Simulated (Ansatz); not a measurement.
Set up this calculation in Ansatz 0.2.0, as the native input.

* Task: relaxation of cell and atoms
* Functional: PBEsol
* Potentials or basis: all-electron LAPW, scalar-relativistic
* Basis error allowed: 0.001 eV/atom
* k mesh: 9 × 9 × 9
* Occupations: fermi-dirac, width 0.05 eV
* Spin: collinear spin, ferromagnetic start
* Starting moments: [4.0, 0.0] μB
* Target pressure: 5 GPa

Crystal: MnS.

```xyz
2
Lattice="0.0000 2.4735 2.4735 2.4735 0.0000 2.4735 2.4735 2.4735 0.0000" Properties=species:S:1:pos:R:3 pbc="T T T"
Mn    0.0000    0.0000    0.0000
S     3.7102    3.7102    3.7102
```

The cell is a database's computed one.

One way to write it, as run:

input.yaml

```yaml
crystal:
  lattice:
    - [0.0, 2.4734634191, 2.4734634191]
    - [2.4734634191, 0.0, 2.4734634191]
    - [2.4734634191, 2.4734634191, 0.0]
  atoms:
    - { symbol: Mn, position: [0.0, 0.0, 0.0], spin: 4.0 }
    - { symbol: S, position: [0.75, 0.75, 0.75] }
kpoints:
  mp_grid: { grid: [9, 9, 9] }
scf:
  occupations: { method: fermi_dirac, width: 0.05 }
hamiltonian:
  xc: pbesol
  pseudopotentials: { kind: all_electron, lapw: { basis_error: 0.001 } }
magnetization:
  spin_polarized: true
output:
  forces: true
  stress: true
relax:
  f_tol: 0.02
  max_steps: 60
  cell: { p_target: 5 }
```

Potentials or basis: all-electron LAPW, scalar-relativistic.

The run is started by

```console
$ ansatz run input.yaml --threads 2 --pin off --max-ram 6144MiB --backend cpu --events-out ev --progress --plain --runs-dir out
```

It gave:

```yaml
Relaxed_volume: 14.37 Å³/atom
Relaxed_cell: a = 3.438 Å, b = 3.438 Å, c = 3.438 Å, α = 60.00°, β = 60.00°, γ = 60.00°
Space_group_after_relaxing_to_0.05_Å: F-43m (No. 216)
Energy_change_on_relaxing_the_enthalpy_is_what_falls: +3.9 meV/atom
Ionic_steps: 5
Pressure_after_relaxing: 5.0 GPa
Net_moment: 0.17 μB per cell
Absolute_moment: 0.18 μB per cell
Site_moments: Mn +0.16; S -0.00 μB
```

Caveat: the moment fell far below its start of 4 μB, so a state of higher moment may lie lower in energy; the starting moments weren't kept.

Run time: 2.4 min on 2 threads of Intel(R) Xeon(R) Processor @ 2.50GHz (Skylake/Cascade Lake), on a shared host, peak memory 0.43 GiB.
